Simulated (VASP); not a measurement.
Set up this calculation in VASP 6.6.1, as an ASE script.

```
Task                   : band structure
Functional             : PW91
Potentials or basis    : VASP PAW PBE potentials, release 64 (Li_sv)
Cutoff                 : 520 eV
k mesh                 : 10 × 10 × 10
Occupations            : fermi-dirac, width 0.02 eV
Spin                   : no spin polarisation
Further INCAR settings : ALGO = Fast; EDIFF = 1.00e-06; NBANDS = 8; ISYM = 0; AMIX = 0.200000; BMIX = 0.000100
```

The structure of Li lies in Li.xyz:

```xyz
1
Lattice="0.0000000000 2.2020000000 2.2020000000 2.2020000000 0.0000000000 2.2020000000 2.2020000000 2.2020000000 0.0000000000" Properties=species:S:1:pos:R:3 pbc="T T T"
Li     0.0000000000      0.0000000000      0.0000000000
```

This isn't the form of Li at room conditions, which is bcc.

The input as run:

run.py

```python
from ase.calculators.vasp import Vasp
from ase.dft.bandgap import bandgap
from ase.io import read

atoms = read('Li.xyz')
calc = Vasp(
    directory='calc',
    pp='PBE',
    setups='materialsproject',
    prec='Accurate',
    encut=520,
    ediff=1e-06,
    ismear=-1,
    sigma=0.02,
    lreal=False,
    lasph=True,
    nelm=100,
    algo='Fast',
    isif=2,
    lwave=False,
    lcharg=True,
    gga='91',
    amix=0.2,
    bmix=0.0001,
    amix_mag=0.8,
    bmix_mag=0.0001,
    kpts=[10, 10, 10],
    gamma=True,
    nbands=8,
)
atoms.calc = calc

print('energy (eV):', atoms.get_potential_energy())
print('free energy (eV):', atoms.get_potential_energy(force_consistent=True))
efermi = calc.get_fermi_level()
print('Fermi level (eV):', efermi)
path = atoms.cell.bandpath(npoints=40, eps=1e-4)
print('path:', path.path)
calc.set(kpts=path.kpts, reciprocal=True, icharg=11, isym=0, lcharg=False)
calc.calculate(atoms)
print('gap on the path (eV):', bandgap(calc, efermi=efermi)[0])
print('direct gap on the path (eV):', bandgap(calc, efermi=efermi, direct=True)[0])
```

Potentials or basis: VASP PAW PBE potentials, release 64 (Li_sv).

The run is started by

```console
$ python run.py
```

Results of the run:

| Quantity | Value |
| --- | --- |
| Band gap along the path | none (metal or under the smearing width) |

Caveat: the log is that of the step along the path at fixed density, whose energy, stress, charges and moments have no meaning.

Wall time 12 s on 1 thread of Intel(R) Xeon(R) Platinum 8488C (Sapphire Rapids), with other jobs on the host, peak memory 0.12 GiB.
